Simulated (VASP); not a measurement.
# A VASP 6.6.1 single-point calculation on BeTe

INCAR

```
SIGMA = 0.5
ISMEAR = 0
LWAVE = .FALSE.
LASPH = .TRUE.
LREAL = .FALSE.
NELM = 120
ISPIN = 2
ALGO = Normal
LCHARG = .FALSE.
PREC = Accurate
MAGMOM = 3 -3
METAGGA = R2SCAN
NSW = 0
IBRION = -1
NBANDS = 11
ISIF = 2
EDIFF = 1E-7
ENCUT = 450
```

KPOINTS

```
KPOINTS created by Atomic Simulation Environment
0
Gamma
8 8 8
0 0 0
```

POSCAR

```
Be Te
 1.0000000000000000
     0.0000000000000000    2.7154786804000000    2.7154786804000000
     2.7154786804000000    0.0000000000000000    2.7154786804000000
     2.7154786804000000    2.7154786804000000    0.0000000000000000
 Be  Te
   1   1
Cartesian
  0.0000000000000000  0.0000000000000000  0.0000000000000000
  1.3577393402000000  1.3577393402000000  1.3577393402000000
```

The recommended PBE PAW datasets give the neutral cell 8 valence electrons.

Command

```
mpirun -np 1 vasp_std
```

Q: Predict the outcome of this run.

A: It converged. Results: pressure 9.5 GPa; magnetic moment of the cell 0.00 μB.

OSZICAR

```
N       E                     dE             d eps       ncg     rms          rms(c)
DAV:   1    -0.674242863528E+01   -0.67424E+01   -0.31855E+03  1276   0.540E+02
DAV:   2    -0.311985823221E+02   -0.24456E+02   -0.23643E+02  1661   0.915E+01
DAV:   3    -0.321031294028E+02   -0.90455E+00   -0.90120E+00  1643   0.184E+01
DAV:   4    -0.321116371076E+02   -0.85077E-02   -0.85069E-02  1524   0.204E+00
DAV:   5    -0.321117718411E+02   -0.13473E-03   -0.13473E-03  1582   0.245E-01    0.734E+00
DAV:   6    -0.305522975773E+02    0.15595E+01   -0.77164E+00  1363   0.197E+01    0.402E+00
DAV:   7    -0.305625794456E+02   -0.10282E-01   -0.27548E-01  1519   0.427E+00    0.243E+00
DAV:   8    -0.305602082426E+02    0.23712E-02   -0.70142E-02  1419   0.264E+00    0.161E+00
DAV:   9    -0.305393254563E+02    0.20883E-01   -0.16449E-02  1459   0.128E+00    0.700E-01
DAV:  10    -0.305404965926E+02   -0.11711E-02   -0.78802E-04  1551   0.195E-01    0.340E-01
DAV:  11    -0.305403257434E+02    0.17085E-03   -0.57386E-04  1455   0.163E-01    0.121E-01
DAV:  12    -0.305402480652E+02    0.77678E-04   -0.18744E-04  1390   0.716E-02    0.203E-02
DAV:  13    -0.305402556368E+02   -0.75716E-05   -0.36326E-05  1464   0.431E-02    0.118E-02
DAV:  14    -0.305402571481E+02   -0.15113E-05   -0.73307E-06  1541   0.146E-02    0.391E-03
DAV:  15    -0.305402569257E+02    0.22234E-06   -0.75477E-07  1497   0.636E-03    0.235E-03
DAV:  16    -0.305402567336E+02    0.19215E-06   -0.27585E-07  1391   0.299E-03    0.118E-03
DAV:  17    -0.305402566226E+02    0.11095E-06   -0.46076E-08   731   0.137E-03    0.333E-04
DAV:  18    -0.305402566479E+02   -0.25251E-07   -0.43316E-09   680   0.588E-04
   1 F= -.30540257E+02 E0= -.30540218E+02  d E =-.767852E-04  mag=     0.0000
```

For comparison, a separate r²SCAN run of the intended cell, on usual settings and not on those above, gives a gap of 2.04 eV on its mesh and a pressure of 9.5 GPa.
